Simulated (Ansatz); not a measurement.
**CaS (Fm-3m), elastic constants by finite strains: input and output**

Level of theory: r²SCAN, PAW on Ansatz 0.2.0's default frozen-core files (fitted under PBE), scalar-relativistic.

Cell and atoms were relaxed beforehand by PAW with this functional.

The structure is one entry of a database and needn't be the stable phase.

Command:

```sh
ansatz run input.yaml --threads 1 --pin off --max-ram 2560MiB --backend cpu --events-out ev --progress --plain --runs-dir out
```

Input:

```yaml
crystal:
  lattice:
    - [0.0, 2.84787942426, 2.84787942426]
    - [2.84787942426, 0.0, 2.84787942426]
    - [2.84787942426, 2.84787942426, 0.0]
  atoms:
    - { symbol: Ca, position: [0.0, 0.0, 0.0] }
    - { symbol: S, position: [0.5, 0.5, 0.5] }
kpoints:
  mp_grid: { grid: [8, 8, 8] }
scf:
  occupations: { method: fixed }
hamiltonian:
  xc: r2scan
  pseudopotentials: { kind: paw }
elastic:
  mode: relaxed_ion
  stencil: two_point
  amplitude: 0.008
```

Output (shortened where marked):

```
Warning: RAYON_NUM_THREADS=1 ignored (pool sized by the plan → 1); use --threads N
Engine: ansatz 0.2.0, aarch64-unknown-linux-gnu
Pseudopotentials: kind: paw
Pseudopotential: Ca, paw, valence charge 10, recommended cutoff 500 eV (meta_gga), Ca.paw.azcp
Pseudopotential: S, paw, valence charge 6, recommended cutoff 500 eV (meta_gga), S.paw.azcp
Functional definition: r2SCAN
  parameter k0 = 0.174
  parameter k1 = 0.065
  parameter a1 = 4.9479
  exchange = r2scan_x(k0 = k0, k1 = k1, a1 = a1)
  correlation = r2scan_c
Crystal: 2 atoms, lattice volume = 46.195 Å³
Basis set: ecut = 500 eV, 1211 PW (Γ), exchange–correlation on 120×120×120 points (64 copies of the dense FFT grid, shifted against one another)
Bands: 12, of which v1, the nominal top of the filled ones, is band 8 counted from 1 (7 counted from 0)
Symmetry: 48 space group operations
Space group: Fm-3m (ITA 225), of the structure as read, at distance tolerance 3.6e-5 Å
k-points: 29 of 512
Non-local potential: Ca, projectors of the file, l = 0: 3, l = 1: 2, l = 2: 2
Non-local potential: S, projectors of the file, l = 0: 2, l = 1: 2, l = 2: 2
[... 114 lines left out ...]
       136.445     23.948     23.948     -0.000     -0.000      0.000
        23.948    136.445     23.948      0.000     -0.000     -0.000
        23.948     23.948    136.445      0.000     -0.000     -0.000
         0.000     -0.000     -0.000     36.250     -0.000     -0.000
         0.000      0.000     -0.000      0.000     36.250      0.000
        -0.000      0.000     -0.000      0.000     -0.000     36.250
  reference stress σ⁰ (GPa):      0.001      0.001      0.001     -0.000     -0.000      0.000
  C* (energy form; C + prestress term) asymmetry max|C*_kj − C*_jk| = 3.553e-15 GPa — a small one proves nothing (zero by symmetry where the batch's group is 432, −43m or m−3m); a large one is finite-difference/SCF noise where ...
  moduli (Voigt/Reuss/Hill, GPa): K = 61.45/61.45/61.45   G = 44.25/42.26/43.25   E = 105.10   ν = 0.215
  mechanically stable: yes (min eigenvalue of sym C = 36.25 GPa)
  strain η (Voigt 11):  stress-route row diagonal C_11 = 136.44 GPa, energy-path curvature d²(F+E_count+ΔE)/dδ²/Ω₀ = 136.35 GPa
         δ    σ_11 (GPa)             F (eV)   n_scf  n_hpsi   n_pw
    -8.000e-3      -1.1453       -2732.4101376       9   16670   1195   relax 0 steps, max|allowed force component| 1.04e-29 eV/Å
     8.000e-3       1.0378       -2732.4102155       7   12944   1227   relax 0 steps, max|allowed force component| 8.97e-30 eV/Å
  strain η (Voigt 23):  stress-route row diagonal C_44 = 36.25 GPa, energy-path curvature d²(F+E_count+ΔE)/dδ²/Ω₀ = 36.25 GPa
         δ    σ_23 (GPa)             F (eV)   n_scf  n_hpsi   n_pw
    -8.000e-3      -0.2900       -2732.4111000       8   25140   1223   relax 0 steps, max|allowed force component| 3.65e-30 eV/Å
     8.000e-3       0.2900       -2732.4111000       6   19833   1223   relax 0 steps, max|allowed force component| 3.35e-30 eV/Å
```

The run converged.

### Strained cells

Elastic constants of a crystal by Kohn-Sham DFT: slopes of the stress over finite engineering strains of the given cell, Voigt indices, Cartesian axes as in the input; stress of each strained cell less that at rest, tension positive.

| strain component | strain | stress xx (GPa) | stress yy (GPa) | stress zz (GPa) | stress yz (GPa) | stress xz (GPa) | stress xy (GPa) | relaxation steps |
| --- | --- | --- | --- | --- | --- | --- | --- | --- |
| xx | -0.008 | -1.146 | -0.1938 | -0.1938 | 0 | 0 | 0 | 0 |
| xx | 0.008 | 1.037 | 0.1894 | 0.1894 | 0 | 0 | 0 | 0 |
| yz | -0.008 | 0.0019 | -0.0012 | -0.0012 | -0.29 | 0 | 0 | 0 |
| yz | 0.008 | 0.0019 | -0.0012 | -0.0012 | 0.29 | 0 | 0 | 0 |

### Elastic moduli

Hill averages of a grain aggregate, Debye temperature from the mean sound speed over directions.

```
Bulk modulus                     : 61.45 GPa
Shear modulus                    : 43.25 GPa
Young modulus                    : 105.1 GPa
Poisson ratio                    : 0.2149
Bulk over shear modulus          : 1.421
Elastic anisotropy index         : 0.2354
Least young modulus              : 90.88 GPa
Largest young modulus            : 129.3 GPa
Longitudinal sound speed         : 6778 m/s
Transverse sound speed           : 4084 m/s
Elastic debye temperature        : 469.9 K
Linear compressibility (x, y, z) : 5.425, 5.425, 5.425 1/TPa
Zener ratio                      : 0.6445
Cauchy pressure                  : -12.3 GPa
```

**Elastic constants**

```
Pressure at rest         : -0.001 GPa
Least elastic eigenvalue : 36.25 GPa
Elastically stable       : yes
```

```csv
index,elastic (GPa)
11,136.4
12,23.95
44,36.25
```

Caveats: frozen-core PAW files fitted under PBE, their cores solved anew for the functional of the run.

Time and hardware: 23 s on 1 thread of Arm Neoverse V2 (shared host), peak memory 0.47 GiB.
